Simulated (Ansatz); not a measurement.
# From a trial cell to the properties of KCl

**What was measured.** A cell as deposited of cubic KCl (space group Fm-3m), temperature not stated, from the Crystallography Open Database (1969, doi:10.1177/000271625731300103), has a = 6.279 Å and 30.94 Å³/atom.

A printed reference work, monograph reports, for a bulk crystal of KCl: band gap 8.68 eV.

The computed numbers are results of PBE, scalar-relativistic (no spin polarisation) in the plane-wave PAW code Ansatz at 420 eV, 10×10×10 k-mesh, Gaussian smearing of 0.05 eV; PAW files: Ansatz's generated set soft_2.

The chain of runs began from a measured cell (COD), expanded in volume.

The start, 3 % over the database's volume:

```
K Cl
1.0
     0.00000    3.16659    3.16659
     3.16659    0.00000    3.16659
     3.16659    3.16659    0.00000
K Cl
1 1
Direct
  0.00000 0.00000 0.00000
  0.50000 0.50000 0.50000
```

The first steps of the search for zero pressure:

| run | level | k-mesh | kind | V (Å³/atom) | P (GPa) | gap on the mesh (eV) |
| --- | --- | --- | --- | --- | --- | --- |
| 1 | PBE | 10×10×10 | fixed cell | 31.75 | 0.4 | 5.12 |
| 2 | PBE | 10×10×10 | fixed cell | 31.88 | 0.3 | 5.11 |

Q: At which volume does PBE reach zero pressure?

A: 32.48 Å³/atom, about 2.3 % over the start.

The steps that followed:

| run | level | k-mesh | kind | V (Å³/atom) | P (GPa) | E − E(final) (meV/atom) | gap on the mesh (eV) |
| --- | --- | --- | --- | --- | --- | --- | --- |
| 3 | PBE | 10×10×10 | fixed cell | 32.48 | 0.0 | 0.0 | 5.05 |

The cell is relaxed to zero pressure at this level.

The final structure (symmetry read at 0.01 Å). Symmetry: Fm-3m, No. 225, cubic system. The conventional cell has a = 6.381 Å, b = 6.381 Å, c = 6.381 Å, α = 90.00°, β = 90.00°, γ = 90.00°. K (site symmetry m-3m) is surrounded by 6 Cl at 3.19 Å. Around Cl (site symmetry m-3m) lie 6 K at 3.19 Å. (Shells end 15 % past the nearest neighbour.)

```tsv
atom	site	symmetry	x	y	z
K	4a	m-3m	0.0000	0.0000	0.0000
Cl	4b	m-3m	0.5000	0.0000	0.0000
```

At the final geometry the gap, band path included, is 5.05 eV. The equation of state gives B0 = 16.3 GPa and B0′ = 4.8. Against the elements' standard states, run alike and uncorrected, the formation energy is -2.00 eV/atom. 

**Why it comes out so.**

Within 0.6 eV of the edges the projected states are 99 % Cl 3p at the top of the valence band and 81 % K 4s at the bottom of the conduction band. The lowest excitation takes an electron from Cl back to K, as in ionic insulators.

Shannon's ionic radii give a check on the bond lengths: K⁺ with 6 neighbours 1.38 Å + Cl⁻ 1.81 Å = 3.19 Å against a computed mean of 3.19 Å. Sums and bonds agree within 3 %, so ion sizes set the bond lengths.

**Against experiment.** PBE gives 6.381 Å and 32.48 Å³/atom, +5.0 % in volume (+1.6 % in length) from the database's cell. PBE usually overestimates volumes by a few per cent. The static lattice also lacks zero-point motion and thermal expansion, roughly 2.4 to 5.9 % in volume at 300 K (room temperature assumed) by Grüneisen's rule, γ·3k_BT/(B0·V0) with γ of 1 to 2.5, so its own overestimate is larger than the figure. Measured gap of KCl: 8.68 eV (a printed reference work, monograph). This calculation gives 5.05 eV (-3.63 eV). Kohn–Sham gaps of semilocal functionals mostly fall below measured ones. Temperature and excitons aren't in the calculation.

Kohn–Sham gaps of semilocal functionals lie under measured ones, often by a third or more.
